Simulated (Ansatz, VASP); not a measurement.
Al in VASP and in Ansatz

INCAR

```
SYSTEM = Al
  ALGO = Normal
  EDIFF = 1E-6
  ENCUT = 520
  GGA = PS
  ISIF = 2
  ISMEAR = 1
  LASPH = .True.
  LCHARG = .False.
  LREAL = .False.
  LWAVE = .False.
  NBANDS = 8
  NELM = 80
  PREC = Accurate
  SIGMA = 0.15
```

The input KPOINTS:

```
k-points
0
Gamma
  8 8 8
  0 0 0
```

Contents of POSCAR:

```
Al
1.0
    2.7560720000      0.0000000000      0.0000000000
   -0.9186906379      2.5984496110      0.0000000000
   -0.9186906379     -1.2992247445      2.2503234088
Al
1
Direct
    0.0000000000      0.0000000000      0.0000000000
```

Input for Ansatz:

```yaml
crystal:
  lattice:
    - [2.756072, 0.0, 0.0]
    - [-0.9186906378915612, 2.5984496110246966, 0.0]
    - [-0.9186906378915612, -1.2992247444711322, 2.2503234088433417]
  atoms:
    - { symbol: Al, position: [0.0, 0.0, 0.0] }
basis:
  ecutwfc: 571.4391111657479
kpoints:
  mp_grid:
    grid: [8, 8, 8]
hamiltonian:
  xc: pbesol
  pseudopotentials:
    kind: paw
scf:
  occupations:
    method: cold
    width: 0.15
output:
  forces: true
  stress: true
```

This isn't the form of Al at room conditions, which is fcc.

Alike in both runs: task single point; functional PBEsol; k mesh 8 × 8 × 8; no spin polarisation.

```csv
,VASP,Ansatz
version,VASP 6.6.1,Ansatz 0.2.0
potentials or method,"VASP PAW PBE potentials, release 64 (Al)","plane waves, PAW"
plane-wave cutoff (eV),520,571
occupations,"methfessel-paxton of order 1, width 0.15 eV","cold, width 0.15 eV"
valence electrons in the cell,3,3
```

```tsv
	VASP	Ansatz	Ansatz less VASP
pressure (GPa)	2.7	2.5	-0.18
```

Caveats: the PAW data sets were made with another functional, which shifts forces and pressure a little (VASP).
